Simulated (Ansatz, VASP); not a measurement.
Two plane-wave programs on Al2O3 (Corundum)

```xyz
10
Lattice="2.3803 1.3742 4.3319 -2.3803 1.3742 4.3319 0.0000 -2.7485 4.3319" Properties=species:S:1:pos:R:3 pbc="T T T"
Al    0.0000    0.0000   11.0743
Al    0.0000    0.0000    8.4191
Al    0.0000    0.0000    1.9213
Al    0.0000    0.0000    4.5765
O    -1.6503   -0.1099    5.4148
O     0.7300    1.4841    5.4148
O     0.9203   -1.3742    5.4148
O     1.6503    0.1099    7.5808
O    -0.7300   -1.4841    7.5808
O    -0.9203    1.3742    7.5808
```

Alike in both runs: task relaxation of cell and atoms; functional PBE; k mesh 7 × 7 × 7; occupations fermi-dirac, width 0.05 eV; no spin polarisation.

|  | VASP | Ansatz |
| --- | --- | --- |
| version | VASP 6.6.1 | Ansatz 0.2.0 |
| potentials or method | VASP PAW PBE potentials, release 64 (Al, O_h) | Ansatz PAW |
| plane-wave cutoff (eV) | 980 | 420 |
| valence electrons in the cell | 48 | 48 |

VASP gave:

```
relaxed volume (Å³/atom)                                     : 8.75
relaxed cell length with the largest relative difference (Å) : 5.179
energy change over the relaxation (meV/atom)                 : -6
```

Q: Estimate Ansatz's values.

A: Relaxed volume (Å³/atom): 8.76; relaxed cell length with the largest relative difference (Å): 5.181; energy change over the relaxation (meV/atom): -6.

Caveats: an odd mesh through Γ misses points on the zone boundary, where band edges often lie (VASP); odd divisions of the mesh miss points on the zone boundary, where band edges often lie, so the gap on the mesh can be too wide (Ansatz); the plane-wave basis is chosen anew once the cell has moved, so the energies of steps on either side of that aren't comparable (Ansatz); the pressure holds a Pulay correction of +0.9 GPa for the finite cutoff (Ansatz). As with any semilocal functional, this PBE gap is likely too small. Zero-point motion and thermal expansion aren't in these numbers.
